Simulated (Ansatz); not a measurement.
# CaSe (zincblende): equation of state and elastic constants

How stiff is CaSe (zincblende)? Energies and pressures are computed at volumes on both sides of the relaxed cell and fitted, then the elastic tensor. The start comes from a prototype table, not from a measured structure.

Computed with Ansatz 0.2.0 (DFT r²SCAN, scalar-relativistic, plane waves, PAW, unless a step's input says otherwise).

3 further runs of the same task are left out: 2 that didn't finish, 1 set aside as unsound or not needed.

## Step 1: The starting structure

The structure is cubic, space group F-43m (No. 216). The conventional cell has a = 6.559 Å, b = 6.559 Å, c = 6.559 Å, α = 90.00°, β = 90.00°, γ = 90.00°. Ca (site symmetry -43m) has 4 Se at 2.84 Å as nearest neighbours. Se (site symmetry -43m) has 4 Ca at 2.84 Å as nearest neighbours.

Structure file:

```
CELL_PARAMETERS angstrom
0.00000 3.27951 3.27951
3.27951 0.00000 3.27951
3.27951 3.27951 0.00000
ATOMIC_POSITIONS crystal
Ca 0.00000 0.00000 0.00000
Se 0.25000 0.25000 0.25000
```

This cell comes from an earlier session at r²SCAN: 35.272 Å³/atom at 0.00 GPa, on a 6×6×6 mesh.

Volume factors to run: 0.980, 1.020, 0.960, 1.040, 1.070.

## Step 2: At 0.980 of the relaxed volume

input.yaml

```yaml
crystal:
  lattice:
    - [0.0, 3.2574952727, 3.2574952727]
    - [3.2574952727, 0.0, 3.2574952727]
    - [3.2574952727, 3.2574952727, 0.0]
  atoms:
    - { symbol: Ca, position: [0.0, 0.0, 0.0] }
    - { symbol: Se, position: [0.25, 0.25, 0.25] }
basis:
  ecutwfc: 500
  ecutrho_ratio: 4
kpoints:
  mp_grid: { grid: [6, 6, 6] }
hamiltonian:
  xc: r2scan
scf:
  occupations: { method: gaussian, width: 0.05 }
output:
  forces: true
  stress: true
  eigenvalues: true
```

Launch:

```bash
ansatz run input.yaml --threads 2 --pin off --max-ram 2662MiB --backend cpu --events-out ev --progress --plain --runs-dir out
```

Further steps of the session: Scaling the volume by 1.020; Scaling the volume by 0.960; Scaling the volume by 1.040; Scaling the volume by 1.070; Elastic constants, atoms relaxed.

Before running it: what results should come out? Wanted: V0; B0; B0′; scatter of the fit; C11, C12, C44; K, G, E; Poisson's ratio.

The runs gave:

```
          quantity           value
                V0  35.270 Å³/atom
                B0          35 GPa
               B0′             4.0
scatter of the fit  0.000 meV/atom
     C11, C12, C44  39, 34, 11 GPa
    K, G, E (Hill)   35, 6, 17 GPa
   Poisson's ratio            0.42
```

A third-order Birch–Murnaghan fit puts the minimum at 35.27 Å³/atom with a bulk modulus of 35 GPa, which is soft. One per cent of compression takes about 0.35 GPa. The gap on the mesh shrinks from 3.84 to 3.48 eV as the cell expands over this range. All eigenvalues of the tensor are positive, so the cell is mechanically stable. K/G = 5.76 lies over Pugh's 1.75, an empirical mark of ductile behaviour drawn from metals, and the universal anisotropy index of 2.83 is large. The bulk moduli from the tensor and from the fit agree within 1 %. These are values at 0 K without zero-point motion.
